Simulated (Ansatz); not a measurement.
Putting H into Bi

These are results of Ansatz, DFT PBE, scalar-relativistic, plane waves, PAW, not measurements.

Plane waves to 420 eV, a k mesh through Γ of 8×8×12 on the computed 2-atom cell and Gaussian smearing (0.10 eV); no spin polarisation for the host; each changed cell takes a mesh and smearing chosen by its own gap and starts from the host's moments or customary ones, or runs without spin. Cells and atoms are relaxed to the nearest stationary point that keeps the symmetry of their start (forces under 0.02 to 0.04 eV/Å, stress under 0.1 to 0.2 GPa); energies are at zero smearing, without zero-point or thermal terms.

Relaxed host (gap on the mesh 0 eV):

```
Bi
1.0
     3.52349   -3.08071   -0.05567
     3.52349    3.08071   -0.05567
    -1.26718    0.00000    3.15777
Bi
2
Direct
  0.24504 0.24504 0.15268
  0.75496 0.75496 0.84732
```

Cases: (1) 2 H in a 1×1×1 repeat of the cell, at (0.194 0.806 0.500), (0.806 0.194 0.500) in fractions of that repeat, 2.53 Å from the nearest atom of the relaxed host; (2) 2 H in a 1×1×1 repeat of the cell, at (0.306 0.694 0.000), (0.694 0.306 0.000) in fractions of that repeat, 2.38 Å from the nearest atom of the relaxed host.

The table gives the energy per H taken from half an H2 molecule (negative: uptake is favourable), the swelling and the final surroundings.

| case | formula | energy per H (eV) | ΔV (%) | principal strains (%) | nearest host atoms of the first H | gap (eV) |
| --- | --- | --- | --- | --- | --- | --- |
| 1 | BiH | 0.90 | +21.9 | +17.6 +15.4 -10.2 | 2 (Bi) from 2.09 Å | 0 |
| 2 | BiH | 0.90 | +22.9 | +25.9 +16.5 -16.2 | 2 (Bi) from 2.12 Å | 0 |

Each ion keeps what symmetry its start has, so a lower place off a symmetric site can be missed, above all for H.

Relaxed structure of case 2, the lowest per ion:

```yaml
crystal:
  lattice:
    - [3.48443, -3.58915, 0.67545]
    - [3.48443, 3.58915, 0.67545]
    - [-0.63903, 0.00000, 3.22438]
  atoms:
    - { symbol: Bi, position: [0.25071, 0.25071, 0.99853] }
    - { symbol: Bi, position: [0.74929, 0.74929, 0.00147] }
    - { symbol: H, position: [0.33829, 0.66171, 0.00000] }
    - { symbol: H, position: [0.66171, 0.33829, 0.00000] }
```

This form of Bi (C2/m) lies 0.05 eV/atom over the element's standard state.

Spin-orbit coupling is left out. In BiH a bond of the host changes by more than 0.6 Å or the volume by a third: the framework has rearranged or swollen or shrunk strongly, and the figure may no longer describe a topotactic step.

Cost: 3 runs of about 7.9 core-minutes in all, on Arm Neoverse V1 (shared hosts).